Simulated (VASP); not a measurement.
The system is Cl.

```xyz
4
Lattice="3.1450 -2.2500 0.0000 3.1450 2.2500 0.0000 0.0000 0.0000 8.2100" Properties=species:S:1:pos:R:3 pbc="T T T"
Cl    3.1450    0.5850    3.2840
Cl    3.1450    1.6650    7.3890
Cl    3.1450   -0.5850    4.9260
Cl    3.1450   -1.6650    0.8210
```

- Program: VASP 6.6.1
- Task: relaxation of cell and atoms
- Functional: PBE
- Potentials or basis: VASP PAW PBE potentials, release 64 (Cl)
- Cutoff: 600 eV
- k mesh: 6 × 6 × 4
- Occupations: gaussian, width 0.02 eV
- Spin: no spin polarisation

At the start: pressure 0.3 GPa; volume 29.05 Å³/atom.

Q: Where does the relaxation end?

A: Over 35 steps the energy falls by 19.2 meV/atom and the volume is 35.20 Å³/atom (+21.2 %); space group Cmce (No. 64, to 0.05 Å).

Step by step:
```tsv
step	energy change (eV)	largest force (eV/Å)	pressure (GPa)	volume (Å³)
1	0.0000	0.1742	0.33	116.19
2	-0.0106	0.1715	0.86	117.19
3	-0.0112	0.2680	1.04	117.52
4	-0.0168	0.2523	0.97	118.40
5	-0.0312	0.2045	0.74	121.05
6	-0.0516	0.1097	0.36	126.44
7	-0.0670	0.1008	-0.22	137.54
8	-0.0671	0.1190	-0.26	138.56
9	-0.0682	0.1508	0.15	140.47
10	-0.0689	0.0486	-0.01	139.74
11	-0.0694	0.0421	-0.02	140.06
12	-0.0707	0.0254	-0.05	141.03
13	-0.0722	0.0167	-0.12	142.93
14	-0.0711	0.1121	-0.25	146.64
15	-0.0725	0.0432	-0.16	144.02
16	-0.0728	0.0179	-0.05	144.11
17	-0.0729	0.0274	-0.04	144.13
18	-0.0731	0.0216	-0.04	144.07
19	-0.0737	0.0112	-0.06	143.90
20	-0.0745	0.0250	-0.08	143.55
21	-0.0744	0.0903	-0.13	142.78
22	-0.0748	0.0534	-0.10	143.23
23	-0.0750	0.0256	-0.04	142.97
24	-0.0751	0.0220	0.01	142.75
25	-0.0752	0.0204	0.02	142.63
26	-0.0756	0.0195	0.00	142.28
27	-0.0759	0.0312	-0.02	141.56
28	-0.0759	0.0360	-0.02	141.37
29	-0.0761	0.0222	0.06	141.10
30	-0.0761	0.0232	0.06	141.09
31	-0.0763	0.0167	0.05	141.05
32	-0.0766	0.0153	0.00	140.95
33	-0.0764	0.0557	-0.09	140.74
34	-0.0767	0.0244	-0.02	140.90
35	-0.0767	0.0037	0.01	140.80
```

Final structure:
```yaml
crystal:
  lattice:
    - [3.91956, -2.14996, 0.00000]
    - [3.91956, 2.14996, 0.00000]
    - [0.00000, 0.00000, 8.35411]
  atoms:
    - { symbol: Cl, position: [0.38788, 0.61212, 0.39419] }
    - { symbol: Cl, position: [0.11212, 0.88788, 0.89419] }
    - { symbol: Cl, position: [0.61212, 0.38788, 0.60581] }
    - { symbol: Cl, position: [0.88788, 0.11212, 0.10581] }
```

Caveat: the volume moved by over 15 % at a fixed basis, so the end points are rough; the volume moved by +21 % from the deposited cell, more than functionals usually miss.
